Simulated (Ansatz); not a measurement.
A (001) slab of CoPdO₂ (R-3m (No. 166)), 8 planes, outer planes Pd (top) and O (bottom), with 8 atoms (Co2Pd2O4) in a surface cell of A = 6.862 Å², as cut from the bulk:

```
CELL_PARAMETERS angstrom
2.81493 0.00000 0.00000
-1.40747 2.43780 0.00000
0.00000 0.00000 24.76448
ATOMIC_POSITIONS crystal
O 0.00000 0.00000 0.30285
Co 0.33333 0.66667 0.34135
O 0.66667 0.33333 0.37984
Pd 0.66667 0.33333 0.45995
O 0.66667 0.33333 0.54005
Co 0.00000 0.00000 0.57855
O 0.33333 0.66667 0.61704
Pd 0.33333 0.66667 0.69715
```

These are results of DFT PBEsol, scalar-relativistic, plane waves, PAW in Ansatz 0.2.0, not measurements. Cutoff 420 eV; k points 12×12×1 on the computed 8-atom cell (Γ-centred); Gaussian smearing, width 0.10 eV; no spin polarisation. The cell repeats along c with a dipole correction in the vacuum.

Against the same 8 atoms in the bulk, the slab as cut lies 1.644 eV higher and the relaxed slab 1.588 eV higher.

Task: Work out the surface energy before and after relaxation.

Result: The slab has two faces, so γ = (E_slab − N·E_bulk)/(2A), the mean of both. As cut: 1.644/(2 × 6.862) = 0.1198 eV/Å², and 1 eV/Å² = 16.02 J/m², so γ = 1.92 J/m². Relaxed: 1.588/(2 × 6.862) = 0.1157 eV/Å² = 1.85 J/m². Relaxation recovers 3 % of the cost of cutting.

Task: What is the ideal work of this cut, per area?

Result: Griffith's ideal work is 2γ: 3.84 J/m² if the new faces stay rigid, 3.71 J/m² if they relax. Other cuts parallel to this plane can cost less. One thickness was run, 8 planes, so γ can still shift with it.

Spin polarisation was left out, and a magnetic state may lie lower.